Rock-salt magnesium sulfide was calculated with five density functionals in one and the same cell. Neither the bond length nor the magnetic state differs between the rows: the cell is fixed and the electrons are paired throughout. What changes is the approximation for exchange and correlation, together with the atomic data sets that belong to it. The questions below follow LDA, PBE and RPBE most closely.

GPAW 26.7.0, Kohn–Sham DFT with PAW data sets and plane waves (cutoff 650 eV), for rock-salt MgS in one fixed cell with a cubic edge of 5.203 Å. All rows use a Γ-centred 3 × 3 × 3 k mesh and Fermi–Dirac smearing of 0.001 eV, without spin polarisation or spin–orbit coupling. Both gap columns give Kohn–Sham gaps from the levels at the mesh points.

```tsv
functional	potentials	gap on mesh (eV)	direct gap on mesh (eV)
LDA	GPAW-PAW-data-sets-(gpaw-data-1.2.1)	3.425	3.425
PBE	GPAW-PAW-data-sets-(gpaw-data-1.2.1)	3.683	3.683
PBEsol	PAW-data-sets-made-by gpaw-setup-for-the-functional	3.550	3.550
RPBE	GPAW-PAW-data-sets-(gpaw-data-1.2.1)	3.858	3.858
AM05	PAW-data-sets-made-by gpaw-setup-for-the-functional	3.620	3.620
```

### 1. Which functional gives the largest gap, and does the choice matter?

RPBE gives the largest gap and LDA the smallest. They differ by 0.43 eV, about 13 percent of the LDA value. PBEsol, AM05 and PBE lie between them, in order of rising gap. Someone who takes a gap from a database should therefore ask for the functional before comparing two entries, because a difference of a few tenths of an electronvolt can arise with no change in the material.

### 2. The two gap columns agree in every row. Does MgS then have a direct gap?

No. The column "gap on mesh" is the smallest distance between filled and empty levels among the calculated points of reciprocal space. The column "direct gap on mesh" asks for both levels at the same point. Here both columns report the gap at the zone centre, Γ.

The mesh does not contain the zone-boundary point X, where semilocal functionals are known to place the lowest empty level of rock-salt MgS. The true minimum gap of each functional is therefore indirect and smaller than the printed one. The columns agree because the mesh misses X, and the answers below explain a gap at Γ.

### 3. How can a functional change the gap when no atom moves?

The energy of a level is a sum of average values taken over its orbital. One is the average of the exchange–correlation potential, the part that the functional supplies. The others are the kinetic energy and the electrostatic energy in the field of the nuclei and all electrons. For the gap $E_g$ at Γ this gives

$$E_g = \Delta V_{xc} + R ,$$

where $\Delta V_{xc}$ is the average exchange–correlation potential in the lowest empty level minus that in the highest filled one, and $R$ is the same difference for everything else.

A potential that rose equally for both levels would leave the gap alone. The same runs show that it does not rise equally. From LDA to RPBE its average goes up by 0.26 eV in the highest filled level but by 0.90 eV in the lowest empty one. The gap opens mainly because the empty level loses more of its exchange–correlation attraction.

Theory explains why the two levels can respond so differently. In LDA the potential at a point depends only on the electron density there. The other four functionals also use the density gradient, and their potentials therefore depend on how the density slopes and curves. Such a correction is stronger in some regions of the crystal than in others, and each orbital samples its own regions.

### 4. Does the whole change in the potential reach the gap?

The simplest estimate assumes that $R$ keeps its LDA value. The gap should then grow by exactly as much as $\Delta V_{xc}$. For RPBE the two rises quoted above, taken to one more digit, give

$$0.904 - 0.258 = 0.646\ \text{eV},$$

$$E_g \approx 3.425 + 0.646 = 4.071\ \text{eV}.$$

The calculated RPBE gap is 3.858 eV. The estimate has the right direction, but it is 0.21 eV too high, which is about half of the actual rise above LDA. It is too high for PBE, PBEsol and AM05 as well. The other terms do not stand still: $R$ falls as $\Delta V_{xc}$ grows and takes back part of the opening.

A straight line of the gap against $\Delta V_{xc}$, fitted by least squares to all five rows, has a slope of 0.67. Roughly two thirds of a change in the potential difference thus arrives in the gap. The line meets every row within 0.01 eV, RPBE included, but RPBE was part of the fit. Since $\Delta V_{xc}$ is itself a piece of the gap, the line measures how regular the offset is and does not prove its cause.

Two causes are likely to act together. One is screening: when the potential changes, the electrons rearrange, and their electrostatic field usually works against the change. The other is a change in the shape of the empty orbital itself. To first order such a change leaves the energy of the level alone, because what the orbital loses in exchange–correlation attraction it regains in kinetic and electrostatic energy.

The same runs hold evidence for the second cause. They also give the Fock exchange energy of each level, which depends on the orbitals alone. From LDA to RPBE it rises by 0.32 eV in the lowest empty level, but by less than 0.01 eV in the highest filled one. This points to an empty orbital that has changed its shape. To divide the offset between the two causes, one would have to change the potential while holding the orbitals fixed. The outputs contain no such step, so the division remains undecided.

### 5. Which feature of the functional sets the order?

Gradient functionals multiply the LDA exchange energy density by a factor $F(s)$. The reduced gradient $s$ tells how fast the density varies compared with the local wavelength of the electrons. For small $s$,

$$F(s) \approx 1 + \mu s^2 ,$$

and LDA corresponds to $\mu = 0$. A first guess is that the gap grows in proportion to $\mu$.

PBEsol seems to support the guess. Its $\mu$ is a little over half that of PBE (roughly 0.12 against 0.22, recalled values), and its gap lies about halfway between those of LDA and PBE. The agreement is no clean test of exchange, because PBEsol also has a weaker gradient term in its correlation part.

RPBE shows where the guess fails. It shares both $\mu$ and the correlation part with PBE, so a rule based on $\mu$ would give the two the same gap. The calculated RPBE gap is 0.175 eV larger. The two functionals differ in how $F$ continues once $s$ is no longer small: the RPBE factor rises faster there before both approach the same upper bound. Exchange in regions of strongly varying density therefore matters for this gap, and the small-gradient coefficient alone does not fix the order.

AM05 speaks against the guess as well. Its exchange factor starts without a term in $s^2$, so its $\mu$ is zero, and the rule would give it the LDA gap. The calculated gap lies between those of PBEsol and PBE. This test is less clean than the one with RPBE, because the correlation part of AM05 also depends on the gradient in its own way.

### 6. Do all levels spread apart in the same way?

They do not, and the exceptions help in judging a neighbouring case. The distance between the sulfur 3s level and the valence top, which is mainly sulfur 3p, varies by only 0.03 eV over the five functionals. Both levels belong largely to the same ion, and the change of functional shifts them almost together. The gap at Γ, which leads from a sulfur level to an empty band of different character, varies more than ten times as much.

The empty levels do not move as one block either. Measured from the valence top, the next empty level at Γ varies by 0.19 eV, less than half the variation of the lowest one. A correction that shifts all empty bands by one constant would therefore not turn the LDA bands into the RPBE bands. Symmetry offers part of the reason. The lowest empty level at Γ is single, as expected for an s-like orbital that reaches the nuclei. The next one is threefold, and its orbitals must vanish at every nucleus. The two levels therefore sample the potential in different regions.

A shared ion is no guarantee of a steady distance, though. In the same runs the distance between the magnesium 2s and 2p levels varies by more than the gap at Γ does.

For a related ionic compound, only a working guess about the gap remains. The distance from the filled anion band to the lowest empty band should depend on the functional, with RPBE above PBE and PBE above LDA. The guess rests on one compound, and its sizes should not be carried over.

### 7. Which digits can be trusted?

The third decimal identifies a run and has no physical meaning on so coarse a mesh. No finer mesh is available for comparison, so the error of a single gap can't be given as a number. Differences between rows should be safer than the gaps themselves, because every row uses the same mesh and cell and much of the error should cancel.

The steps from LDA to PBE and from PBE to RPBE are the firmest, as these three rows take their atomic data from one collection. PBEsol and AM05 use data sets generated separately. The gap of PBE exceeds that of AM05 by only 0.06 eV, and no run shows how much of this comes from the data sets. That pair should be read as close together, without weight on which is larger.

None of these digits tells which functional is nearest to nature. Semilocal functionals are known to give gaps that are too small, so a larger value looks like an improvement whatever its origin. The table has no measured gap to compare with, and RPBE earns no preference from standing highest.

### 8. Would a higher level of theory remove the dependence on the functional?

It reduces the dependence. The same runs went on to a one-shot GW calculation, which replaces the average exchange–correlation potential of each level by a self-energy, an energy-dependent description of exchange and screening. The gaps at Γ then lie between about 5.0 and 5.2 eV. Their spread is 0.18 eV, compared with 0.43 eV before.

The correction is largest for LDA, about 1.6 eV, and smallest for RPBE, about 1.3 eV. A row that starts with a small gap is thus raised more. Some dependence survives because the self-energy is still built from the orbitals and levels of the starting functional. The general rise and the narrowing are clear, but the mesh is coarse, the energy cutoff for the screening is low and the extrapolation to a complete set of empty states fits poorly. Differences of a few hundredths of an electronvolt between the GW gaps should not be interpreted.

### What stays open

The table leaves open the minimum gap itself, which lies between Γ and X. The nearest evidence is a calculated point two thirds of the way to X. There the lowest empty level is still 0.11 to 0.18 eV above the one at Γ, depending on the functional. Its distance from the valence top puts the five functionals in the same order as the table, with a slightly smaller spread of 0.38 eV.

This makes the same order at X plausible, provided that the same band stays lowest all the way there. The condition matters, because the next band at this point does not keep the order: measured from the valence top, it lies no higher with PBEsol than with LDA. The size of the indirect gap can't be read from this point either. A mesh centred on Γ with an even number of divisions along each axis contains X and would settle the question.
